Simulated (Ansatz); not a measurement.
Input of an Ansatz 0.2.0 run:

Contents of input.yaml:

```yaml
crystal:
  lattice:
    - [3.2093, 0.0, 0.0]
    - [-1.60465, 2.7793353284, 0.0]
    - [0.0, 0.0, 5.2103]
  atoms:
    - { symbol: Mg, position: [0.6666666667, 0.3333333333, 0.75] }
    - { symbol: Mg, position: [0.3333333333, 0.6666666667, 0.25] }
hamiltonian:
  xc: pbe
  pseudopotentials: { kind: paw }
kpoints:
  mp_grid: { grid: [10, 10, 5] }
scf:
  occupations: { method: gaussian, width: 0.019 }
output:
  forces: true
  stress: true
  eigenvalues: true
```

Potentials or basis: Ansatz PAW.

The run is started by

```sh
$ ansatz run input.yaml --threads 2 --pin off --max-ram 5632MiB --backend cpu --events-out ev --progress --plain --runs-dir out
```

Q: Predict the band gap on the k mesh.

A: None (metal or under the smearing width).

Q: Predict the pressure.

A: -0.4 GPa.

Stress tensor (GPa, compression positive):
```
-0.68  0.00  0.00
 0.00 -0.68  0.00
 0.00  0.00  0.03
```
